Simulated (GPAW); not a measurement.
Crystal: NiO.

```
Ni O
1.0
     0.00000    2.24063    2.24063
     2.24063    0.00000    2.24063
     2.24063    2.24063    0.00000
Ni O
1 1
Cartesian
  0.0000 0.0000 0.0000
  3.3609 3.3609 3.3609
```

The cell was built by a generator and needn't be a form met in nature.

Base run:

```yaml
Program: GPAW 26.7.0
Functional: LDA
Potentials_or_basis: the program's PAW data sets (release 1.2.1) made for this functional
Cutoff: 800 eV
Basis: pw
k_mesh: 7 × 7 × 7
Occupations: fermi-dirac, width 0.05 eV
Spin: collinear spin, ferromagnetic start
Starting_moments: "[1.0, 0.0] μB"
```

Its results: pressure -12.9 GPa; net moment 1.71 μB per cell; site moments Ni +1.35; O +0.24 μB.

Problem. The run is repeated on the same cell with these changes: functional from LDA to revPBE. What comes out?

Solution. Pressure 7.7 GPa; net moment 1.93 μB per cell; site moments Ni +1.54; O +0.27 μB.

revPBE binds less tightly than LDA, so the same cell stands under more pressure.

Caveats: the stock nickel data set gives pressures a few GPa off other programs; a cell with one magnetic atom can't hold antiferromagnetic order, which such compounds often take.
